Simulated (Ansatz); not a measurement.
AgCl (Chlorargyrite):

```
Ag Cl
1.0
     0.00000    2.73500    2.73500
     2.73500    0.00000    2.73500
     2.73500    2.73500    0.00000
Ag Cl
1 1
Direct
  0.00000 0.00000 0.00000
  0.50000 0.50000 0.50000
```

Base run:

| Quantity | Value |
| --- | --- |
| Program | Ansatz 0.2.0 |
| Functional | PBEsol |
| Potentials or basis | all-electron LAPW, scalar-relativistic |
| Cutoff | 217 eV (chosen from the basis error) |
| Basis error allowed | 0.001 eV/atom |
| k mesh | 8 × 8 × 8 |
| Occupations | fermi-dirac, width 0.05 eV |
| Spin | no spin polarisation |
| Hubbard terms | Ag d U = 6 eV |

Its results: band gap on the k mesh 1.74 eV, indirect (least direct gap 3.26 eV); pressure 0.6 GPa.

Task: The run is repeated on the same cell with these changes: hubbard terms from Ag d U = 6 eV to Ag d U = 4 eV. What comes out?

Result: Band gap on the k mesh 1.48 eV, indirect (least direct gap 3.25 eV); pressure 0.2 GPa.

Caveats: U is the effective U less J, on atomic orbitals that reach past the spheres.

A k mesh can miss the band edges.
